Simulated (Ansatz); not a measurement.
## How settings move the G0W0 gap of LiH (Fm-3m)

LiH (started from an entry of an open crystallographic database) with hydrogen sites as listed, relaxed with r2SCAN+rVV10; one-shot G0W0 in Ansatz without spin-orbit coupling. (Simulation; spin polarisation is off.)

```
Li H
1.0
     0.00000    1.99847    1.99847
     1.99847    0.00000    1.99847
     1.99847    1.99847    0.00000
Li H
1 1
Direct
  0.00000 0.00000 0.00000
  0.50000 0.50000 0.50000
```

Gaps are read over the mesh points alone. G0W0 values are finite-basis, finite-mesh values.

| start | potentials | frequency model | mesh | empty bands | screening cutoff (eV) | Kohn-Sham gap (eV) | G0W0 gap (eV) |
| --- | --- | --- | --- | --- | --- | --- | --- |
| PBE | PAW | contour deformation | 8×8×8 | 36 | 100 | 2.98 | 4.74 |
| PBE | PAW | contour deformation | 8×8×8 | 87 | 180 | 2.98 | 4.85 |
| PBE | PAW | contour deformation | 8×8×8 | 169 | 260 | 2.98 | 4.90 |
| HSE06 | PAW | contour deformation | 8×8×8 | 87 | 180 | 3.97 | 5.46 |
| r2SCAN | PAW | contour deformation | 8×8×8 | 87 | 180 | 3.63 | 5.31 |
| PBE0 | PAW | contour deformation | 8×8×8 | 87 | 180 | 4.65 | 5.71 |
| PBE | PAW | Godby-Needs pole | 8×8×8 | 87 | 180 | 2.98 | 4.86 |
| PBE | PAW | contour deformation | 10×10×10 | 25 | 80 | 2.98 | 4.68 |
| PBE | norm-conserving | contour deformation | 8×8×8 | 87 | 180 | 2.98 | 4.85 |

Over the mesh points the PBE gap of 2.98 eV becomes a quasiparticle gap of 4.90 eV (direct at X), a change of +1.92 eV. Renormalisation factors Z lie between 0.69 and 0.80.

Raising bands and cutoff together moves the gap by +0.11 eV (100 to 180 eV), then +0.05 eV (180 to 260 eV); the last step is still large, so the basis limit isn't reached. Starting from HSE06 (3.97 eV against PBE's 2.98 eV) gives 5.46 eV, +0.61 eV from G0W0@PBE at the same screening cutoff. Starting from r2SCAN (3.63 eV against PBE's 2.98 eV) gives 5.31 eV, +0.46 eV from G0W0@PBE at the same screening cutoff. Starting from PBE0 (4.65 eV against PBE's 2.98 eV) gives 5.71 eV, +0.86 eV from G0W0@PBE at the same screening cutoff. The Godby-Needs plasmon pole differs from contour deformation by +0.01 eV. Norm-conserving potentials (wave cutoff 1034 eV against 420 eV) shift the quasiparticle gap by 0.00 eV and the PBE gap by 0.00 eV. r2SCAN runs take a wave cutoff of 500 eV.
